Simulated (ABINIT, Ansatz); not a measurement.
# CaSe (Fm-3m): Raman and infrared activity, part 2 of 3

Which lines does CaSe (Fm-3m) show in Raman and infrared spectra?

ABINIT 10.8.3; DFT LDA, scalar-relativistic, plane waves, PseudoDojo norm-conserving pseudopotentials.

So far. Step 3 (Relaxing the cell and atoms): The volume changes by -6.1 % in this run and stands -6.1 % from the first cell. Step 4 (Self-consistent run for the response): The cell stands at -0.30 GPa: the relaxation ran with a smoothed and higher cutoff and on another k mesh. The relaxed cell has a = 5.790 Å (conventional setting).

The database entry behind the starting cell differs from later determinations by our own check (0.1 to 0.3 % short, probably kX units), so it need not match the best structure at ambient conditions.

**6. Zone-centre response**

The derivative of the wavefunctions by k comes first, since the response to a field is built on it; then the field and the displacements that symmetry doesn't supply are solved at q = 0. By the 2n+1 theorem the first-order wavefunctions also give third derivatives: Raman tensors and the non-linear susceptibility.

It reads the wavefunctions written in step 4.

The input, dfpt_gamma.abi:

```
ndtset 3

# common to the responses
getwfk_filepath "gso_WFK"
kptopt 2
nqpt 1
qpt 0.0 0.0 0.0
asr 0
chneut 0

# d/dk
rfelfd1 2
rfdir1 1 1 1
iscf1 -3
tolwfr1 1.0d-20

# displacements, field
rfphon2 1
rfatpol2 1 2
rfdir2 1 1 1
rfelfd2 3
getddk2 1
tolvrs2 1.0d-10
prepanl2 1
prtden2 1

# third order
optdriver3 5
getden_filepath3 "gso_DEN"
get1den3 2
get1wf3 2
getddk3 1
d3e_pert1_elfd3 1
d3e_pert1_phon3 1
d3e_pert1_atpol3 1 2
d3e_pert1_dir3 1 1 1
d3e_pert2_elfd3 1
d3e_pert2_dir3 1 1 1
d3e_pert3_elfd3 1
d3e_pert3_dir3 1 1 1
usepead3 1
tolvrs3 1.0d-10

# basis, mesh and filling
ecut 39.0
ngkpt 6 6 6
nshiftk 4
shiftk 
    0.5 0.5 0.5
    0.5 0.0 0.0
    0.0 0.5 0.0
    0.0 0.0 0.5
istwfk *1
occopt 1
nband 13
nstep 100
diemac 9.0
prtebands 0
prtgsr 0

# cell and atoms
acell 7.736401788 7.736401788 7.736401788
rprim 
    0.0 0.7071067812 0.7071067812
    0.7071067812 0.0 0.7071067812
    0.7071067812 0.7071067812 0.0
ntypat 2
znucl 20 34
natom 2
typat 1 2
xred 
    0.0 0.0 0.0
    0.5 0.5 0.5
pp_dirpath "./pseudo"
pseudos "Ca.upf, Se.upf"
```

Command:

```bash
> OMP_NUM_THREADS=1 mpirun -n 8 abinit dfpt_gamma.abi > dfpt_gamma.log
```

Numbers of over 12 decimals in the logs are rounded to 6 here.

dfpt_gamma.abo, the main output file:

```text
[banners, grids, parts of the stress and lines that vanish by symmetry left out]
- input  file    -> dfpt_gamma.abi
- output file    -> dfpt_gamma.abo
- root for input  files -> dfpt_gammai
[...]
DATASET    1 : space group Fm -3 m (#225); Bravais cF (face-center cubic)
[...]
nfft =       91125          nkpt =         432
[...]
DATASET    2 : space group Fm -3 m (#225); Bravais cF (face-center cubic)
[...]
nfft =       91125          nkpt =         432
[...]
DATASET    3 : space group Fm -3 m (#225); Bravais cF (face-center cubic)
[...]
mpw =        3822          nfft =       91125          nkpt =         432
[...]
== DATASET  1 ==================================================================
[...]
cutoff_energies: {ecut:  39.0, pawecutdg:  -1.0, }
[...]
- 34.00000  16.00000  180309                  znucl, zion, pspdat
[...]
Perturbation : derivative vs k along direction   1
[...]
-ETOT  1  -48.665423043961     -4.867E+01 2.968E-01 0.000E+00
 ETOT  2  -48.942583751415     -2.772E-01 3.535E-02 0.000E+00
 ETOT  3  -48.955405604130     -1.282E-02 3.955E-03 0.000E+00
 ETOT  4  -48.956350583255     -9.450E-04 3.385E-04 0.000E+00
 ETOT  5  -48.956430124560     -7.954E-05 6.948E-05 0.000E+00
[...]
At SCF step   24   max residual=  9.99E-21 < tolwfr=  1.00E-20 =>converged.
[...]
Perturbation : derivative vs k along direction   2
[...]
-ETOT  1  -48.665423043731     -4.867E+01 2.968E-01 0.000E+00
[...]
At SCF step   24   max residual=  9.99E-21 < tolwfr=  1.00E-20 =>converged.
[...]
Perturbation : derivative vs k along direction   3
[...]
-ETOT  1  -48.665423043501     -4.867E+01 2.968E-01 0.000E+00
[...]
At SCF step   24   max residual=  9.99E-21 < tolwfr=  1.00E-20 =>converged.
[...]
1        1       1.1878744804    0.0000000000
     1        2       0.5939372402    0.0000000000
     1        3       0.5939372402    0.0000000000
     2        1       0.5939372402    0.0000000000
     2        2       1.1878744804   -0.0000000000
     2        3       0.5939372402   -0.0000000000
     3        1       0.5939372402    0.0000000000
     3        2       0.5939372402   -0.0000000000
     3        3       1.1878744804    0.0000000000
[...]
== DATASET  2 ==================================================================
[...]
cutoff_energies: {ecut:  39.0, pawecutdg:  -1.0, }
[...]
Perturbation : displacement of atom   1   along direction   1
[...]
-ETOT  1   8.420430     -2.668E+03 1.330E+01 6.209E+02
[...]
At SCF step   15       vres2   =  4.03E-11 < tolvrs=  1.00E-10 =>converged.
[...]
Perturbation : displacement of atom   2   along direction   1
[...]
-ETOT  1   12.267254818930     -5.720E+04 7.660E+01 1.924E+03
[...]
At SCF step   12       vres2   =  8.65E-11 < tolvrs=  1.00E-10 =>converged.
[...]
Perturbation : homogeneous electric field along direction   1
[...]
-ETOT  1  -111.80493622306     -1.118E+02 1.593E+01 5.191E+04
[...]
At SCF step   16       vres2   =  5.73E-12 < tolvrs=  1.00E-10 =>converged.
[...]
Perturbation : homogeneous electric field along direction   2
[...]
-ETOT  1  -111.80493622227     -1.118E+02 1.593E+01 5.191E+04
[...]
At SCF step   16       vres2   =  5.73E-12 < tolvrs=  1.00E-10 =>converged.
[...]
Perturbation : homogeneous electric field along direction   3
[...]
-ETOT  1  -111.80493622148     -1.118E+02 1.593E+01 5.191E+04
[...]
ETOT 15  -129.13820977758     -3.212E-12 2.186E-11 7.160E-10
 ETOT 16  -129.13820977758     -8.527E-13 1.763E-12 5.732E-12
 At SCF step   16       vres2   =  5.73E-12 < tolvrs=  1.00E-10 =>converged.
[...]
Dielectric tensor, in cartesian coordinates,
[...]
1    4   1    4         6.0094449515        -0.0000000000
   1    4   2    4        -0.0000000000        -0.0000000000
   1    4   3    4        -0.0000000000        -0.0000000000
   2    4   1    4        -0.0000000000        -0.0000000000
   2    4   2    4         6.0094449515        -0.0000000000
   2    4   3    4        -0.0000000000        -0.0000000000
   3    4   1    4        -0.0000000000        -0.0000000000
   3    4   2    4        -0.0000000000        -0.0000000000
   3    4   3    4         6.0094449515        -0.0000000000
  Effective charges, in cartesian coordinates,
[...]
1    1   1    4         2.3504800666         0.0000000000
   2    1   1    4        -0.0000000000         0.0000000000
   3    1   1    4         0.0000000000         0.0000000000
   1    2   1    4        -2.3486353470         0.0000000000
   2    2   1    4         0.0000000000         0.0000000000
[...]
Effective charges, in cartesian coordinates,
[...]
2    4   1    2        -0.0000000000         0.0000000000
   3    4   1    2        -0.0000000000         0.0000000000
   1    4   2    2         0.0000000000         0.0000000000
   2    4   2    2        -2.3486346857         0.0000000000
   3    4   2    2         0.0000000000         0.0000000000
   1    4   3    2        -0.0000000000         0.0000000000
   2    4   3    2         0.0000000000         0.0000000000
   3    4   3    2        -2.3486346857         0.0000000000
  Phonon wavevector (reduced coordinates) :  0.00000  0.00000  0.00000
 Phonon energies in Hartree :
[...]
Phonon frequencies in cm-1    :
-  1.006670E+00  1.006670E+00  1.006670E+00  1.916604E+02  1.916604E+02
-  1.916604E+02
  Phonon at Gamma, with non-analyticity in the
[...]
Phonon energies in Hartree :
[...]
Phonon frequencies in cm-1    :
-  1.006670E+00  1.006670E+00  1.007681E+00  1.916604E+02  1.916604E+02
-  2.679323E+02
  Phonon at Gamma, with non-analyticity in the
[...]
Phonon energies in Hartree :
[...]
Phonon frequencies in cm-1    :
-  1.006670E+00  1.006670E+00  1.007681E+00  1.916604E+02  1.916604E+02
-  2.679323E+02
  Phonon at Gamma, with non-analyticity in the
[...]
Phonon energies in Hartree :
[...]
Phonon frequencies in cm-1    :
-  1.006670E+00  1.006670E+00  1.007680E+00  1.916604E+02  1.916604E+02
-  2.679323E+02
[...]
== DATASET  3 ==================================================================
[...]
cutoff_energies: {ecut:  39.0, pawecutdg:  -1.0, }
[...]
1          1       -0.000000000       -0.000000000       -0.000000000
[...]
1          2       -0.000000000       -0.000000000       -0.000000000
[...]
1          3       -0.000000000       -0.000000000       -0.000000000
[...]
2          1       -0.000000000       -0.000000000       -0.000000000
[...]
2          2       -0.000000000       -0.000000000       -0.000000000
[...]
2          3       -0.000000000       -0.000000000       -0.000000000
[...]
strten2     0.0000000000E+00  0.0000000000E+00  0.0000000000E+00
           strten3     0.0000000000E+00  0.0000000000E+00  0.0000000000E+00
================================================================================
```

Elapsed: 19 min, on 8 MPI ranks of Arm Neoverse V2, shared host; 2.5 h of CPU time.

Numbers from this step:

```yaml
miss_of_the_charge_sum_rule: 0.001845 e
largest_acoustic_frequency_at_the_zone_centre_before_the_sum_rule: 1.01 cm⁻¹
highest_optical_zone_centre_mode_no_lo_to_term: 191.7 cm⁻¹
lowest_optical_zone_centre_mode: 191.7 cm⁻¹
mean_high_frequency_dielectric_constant: 6.009
largest_born_charge_in_size_third_of_the_trace: 2.350 e
```

Born charge (rows field, columns displacement), before the sum rule (e), principal values of the symmetric part by kind of site:

```
atom  atoms with these values    low  middle   high   mean
 Ca1                        1   2.35    2.35   2.35   2.35
 Se2                        1  -2.35   -2.35  -2.35  -2.35
```

In full for Ca1:

```
2.35 0.00 0.00
0.00 2.35 0.00
0.00 0.00 2.35
```

High-frequency dielectric tensor:

```
6.01 0.00 0.00
0.00 6.01 0.00
0.00 0.00 6.01
```

The acoustic modes at Γ come out as far as 1.0 cm⁻¹ from zero, where they should vanish, a small numerical error; the Born charges miss their sum rule by 0.0018 e, which is good.

**7. Modes with the sum rule**

anaddb reads the merged derivatives, imposes the acoustic sum rule and charge neutrality, and adds the LO-TO term along chosen directions.

The input, anaddb.abi:

```
ddb_filepath "gamma_DDB"
output_file "anaddb.abo"
outdata_prefix "anaddb"
asr 1
chneut 1
enunit 2
eivec 1
nph1l 1
qph1l 0.0 0.0 0.0 1.0
dieflag 1
nph2l 3
qph2l 
    1.0 0.0 0.0 0.0
    0.0 0.0 1.0 0.0
    1.0 1.0 1.0 0.0
nlflag 1
ramansr 1
alphon 1
prtmbm 1
```

The input, mrgddb.in:

```
gamma_DDB
merged
3
dfpt_gammao_DS2_DDB
dfpt_gammao_DS3_DDB
gso_DDB
```

Command:

```bash
> mrgddb < mrgddb.in > mrgddb.log
> OMP_NUM_THREADS=1 anaddb anaddb.abi > anaddb.log
```

anaddb.abo, the main output file:

```text
[banners, grids, parts of the stress and lines that vanish by symmetry left out]
-outvars_anaddb: echo values of input variables ----------------------

 Flags :
[...]
Dielectric Tensor and Effective Charges
[...]
Effective charge tensors after
[...]
1          1       -0.000000000       -0.000000000       -0.000000000
[...]
1          2       -0.000000000       -0.000000000       -0.000000000
[...]
1          3       -0.000000000       -0.000000000       -0.000000000
[...]
2          1       -0.000000000       -0.000000000       -0.000000000
[...]
2          2       -0.000000000       -0.000000000       -0.000000000
[...]
2          3       -0.000000000       -0.000000000       -0.000000000
[...]
Phonon wavevector (reduced coordinates) :  0.00000  0.00000  0.00000
 Phonon energies in Hartree :
[...]
Phonon energies in meV     :
-  0.000000E+00  0.000000E+00  0.000000E+00  2.376226E+01  2.376226E+01
-  2.376226E+01
 Phonon frequencies in cm-1    :
-  0.000000E+00  0.000000E+00  0.000000E+00  1.916556E+02  1.916556E+02
-  1.916556E+02
 Phonon frequencies in Thz     :
-  0.000000E+00  0.000000E+00  0.000000E+00  5.745690E+00  5.745690E+00
-  5.745690E+00
 Phonon energies in Kelvin  :
-  0.000000E+00  0.000000E+00  0.000000E+00  2.757496E+02  2.757496E+02
-  2.757496E+02
[...]
-  1  0.00000000E+00  0.00000000E+00 -2.14672299E-03
-     0.00000000E+00  0.00000000E+00  0.00000000E+00
-  2  0.00000000E+00  0.00000000E+00 -2.14673142E-03
-     0.00000000E+00  0.00000000E+00  0.00000000E+00
[...]
-  1  0.00000000E+00 -2.14672299E-03  0.00000000E+00
-     0.00000000E+00  0.00000000E+00  0.00000000E+00
-  2  0.00000000E+00 -2.14673142E-03  0.00000000E+00
-     0.00000000E+00  0.00000000E+00  0.00000000E+00
[...]
-  1  2.14672299E-03  0.00000000E+00  0.00000000E+00
-     0.00000000E+00  0.00000000E+00  0.00000000E+00
-  2  2.14673142E-03  0.00000000E+00  0.00000000E+00
-     0.00000000E+00  0.00000000E+00  0.00000000E+00
[...]
-  1  0.00000000E+00  1.63137153E-07  3.01320210E-03
-     0.00000000E+00  0.00000000E+00  0.00000000E+00
-  2  0.00000000E+00  0.00000000E+00 -1.52941539E-03
-     0.00000000E+00  0.00000000E+00  0.00000000E+00
[...]
-  1  0.00000000E+00  3.01320210E-03 -1.63137369E-07
-     0.00000000E+00  0.00000000E+00  0.00000000E+00
-  2  0.00000000E+00 -1.52941539E-03  0.00000000E+00
-     0.00000000E+00  0.00000000E+00  0.00000000E+00
[...]
-  1  3.01320210E-03  0.00000000E+00  0.00000000E+00
-     0.00000000E+00  0.00000000E+00  0.00000000E+00
-  2 -1.52941540E-03  0.00000000E+00  0.00000000E+00
-     0.00000000E+00  0.00000000E+00  0.00000000E+00
[...]
-     1         -0.000000    -0.000000     0.000007     0.000007
-     2         -0.000000     0.000007    -0.000000     0.000007
-     3         -0.000007     0.000000     0.000000     0.000007
-     4         -0.000000    -0.000000     3.158550     3.158550
-     5         -0.000000     3.158550    -0.000000     3.158550
-     6          3.158550     0.000000     0.000000     3.158550
[...]
-   1     Real    0.0000E+00  0.0000E+00  0.0000E+00  0.0000E+00  0.0000E+00  0.0000E+00  0.0000E+00
[...]
-   2     Real    0.0000E+00  0.0000E+00  0.0000E+00  0.0000E+00  0.0000E+00  0.0000E+00  0.0000E+00
[...]
-   3     Real    0.0000E+00  0.0000E+00  0.0000E+00  0.0000E+00  0.0000E+00  0.0000E+00  0.0000E+00
[...]
-   4     Real    0.0000E+00  0.0000E+00  1.1392E-04  0.0000E+00  0.0000E+00  0.0000E+00  1.1392E-04
[...]
-   5     Real    0.0000E+00  1.1392E-04  0.0000E+00  0.0000E+00  0.0000E+00  0.0000E+00  1.1392E-04
[...]
-   6     Real    1.1392E-04  0.0000E+00  0.0000E+00  0.0000E+00  0.0000E+00  0.0000E+00  1.1392E-04
[...]
-         0.000000000       0.000000000       0.000000000
-         0.000000000       0.000000000       0.000000000
[...]
Phonon at Gamma, with non-analyticity in the
[...]
Phonon energies in Hartree :
[...]
Phonon energies in meV     :
-  0.000000E+00  0.000000E+00  0.000000E+00  2.376226E+01  2.376226E+01
-  3.321687E+01
 Phonon frequencies in cm-1    :
-  0.000000E+00  0.000000E+00  0.000000E+00  1.916556E+02  1.916556E+02
-  2.679121E+02
 Phonon frequencies in Thz     :
-  0.000000E+00  0.000000E+00  0.000000E+00  5.745690E+00  5.745690E+00
-  8.031804E+00
 Phonon energies in Kelvin  :
-  0.000000E+00  0.000000E+00  0.000000E+00  2.757496E+02  2.757496E+02
-  3.854658E+02
[...]
-  1  0.00000000E+00  0.00000000E+00 -2.14672299E-03
[...]
-  2  0.00000000E+00  0.00000000E+00 -2.14673142E-03
[...]
Phonon at Gamma, with non-analyticity in the
[...]
Phonon energies in Hartree :
[...]
Phonon energies in meV     :
-  0.000000E+00  0.000000E+00  0.000000E+00  2.376226E+01  2.376226E+01
-  3.321687E+01
 Phonon frequencies in cm-1    :
-  0.000000E+00  0.000000E+00  0.000000E+00  1.916556E+02  1.916556E+02
-  2.679121E+02
 Phonon frequencies in Thz     :
-  0.000000E+00  0.000000E+00  0.000000E+00  5.745690E+00  5.745690E+00
-  8.031804E+00
 Phonon energies in Kelvin  :
-  0.000000E+00  0.000000E+00  0.000000E+00  2.757496E+02  2.757496E+02
-  3.854658E+02
[...]
Phonon at Gamma, with non-analyticity in the
[...]
Phonon energies in Hartree :
[...]
Phonon energies in meV     :
-  0.000000E+00  0.000000E+00  0.000000E+00  2.376226E+01  2.376226E+01
-  3.321687E+01
 Phonon frequencies in cm-1    :
-  0.000000E+00  0.000000E+00  0.000000E+00  1.916556E+02  1.916556E+02
-  2.679121E+02
 Phonon frequencies in Thz     :
-  0.000000E+00  0.000000E+00  0.000000E+00  5.745690E+00  5.745690E+00
-  8.031804E+00
 Phonon energies in Kelvin  :
-  0.000000E+00  0.000000E+00  0.000000E+00  2.757496E+02  2.757496E+02
-  3.854658E+02
[...]
-  1  1.98404354E-04 -2.09353620E-03 -4.31469652E-04
[...]
-  2  1.98406620E-04 -2.09354294E-03 -4.31469860E-04
[...]
-  1  2.13540803E-03  1.74799165E-04  1.33800118E-04
[...]
-  2  2.13541485E-03  1.74798289E-04  1.33799082E-04
[...]
-  1  3.68822966E-04  1.92216647E-03 -2.29098944E-03
[...]
-  2 -1.87204012E-04 -9.75636845E-04  1.16284086E-03
[...]
-  1  2.43246670E-03 -1.53564341E-03 -8.96823290E-04
[...]
-  2 -1.23465068E-03  7.79448769E-04  4.55201909E-04
[...]
-         0.000000000       0.000000000       0.000000000
-         0.000000000       0.000000000       0.000000000
[...]
-         0.000000000       0.000000000       0.000000000
-         0.000000000       0.000000000       0.000000000
-         0.000000000       0.000000000       0.000000000
[...]
-         0.000000000       0.000000000       0.000000000
-         0.000000000       0.000000000       0.000000000
-         0.000000000       0.000000000       0.000000000
[...]
Direction                     Dielectric constant
[...]
0.00000   0.00000   1.00000     11.74292213
   1.00000   1.00000   1.00000     11.74292213
-
```

Elapsed: 0.91 s, on 1 thread.

This step gave:

- mean static dielectric constant: 11.74
- highest mode moved by the LO-TO term: 267.9 cm⁻¹

No LO-TO term; unit eigenvectors of the mass-weighted matrix, from anaddb's displacements. Modes at Γ, with each element's share of the kinetic energy:

```
mode  frequency (cm⁻¹)  symmetry  Ca %  Se %
   1               0.0  acoustic    34    66
   2               0.0  acoustic    34    66
   3               0.0  acoustic    34    66
   4             191.7       T1u    66    34
   5             191.7       T1u    66    34
   6             191.7       T1u    66    34
```

Displacements in mode 4 (191.7 cm⁻¹), the largest set to 1:
```
Ca1  0.00  0.00  1.00
Se2  0.00  0.00 -0.51
```

Trace of the oscillator strength, degenerate modes summed. Infrared lines, with heights relative to the strongest:

```
position (cm⁻¹)  lines merged  IR intensity, relative
            192             3                     100
```

Static dielectric tensor (ions relaxed, fixed cell):

```
11.74  0.00  0.00
 0.00 11.74  0.00
 0.00  0.00 11.74
```

The rule moves no optical mode by more than 0.1 cm⁻¹.

(Continued in part 3 of 3.)

[Host names and launcher messages were left out of these logs when they were recorded.]

[Logs are printed without paths, hosts, clocks, repeated set-up lines and the standing remarks that a program may print on its own settings, such as how far it seeks lower states.]

[Hosts, paths, dates, database ids (printed as entryN), source tags and the programs' standing remarks are cut or masked in the printed files.]
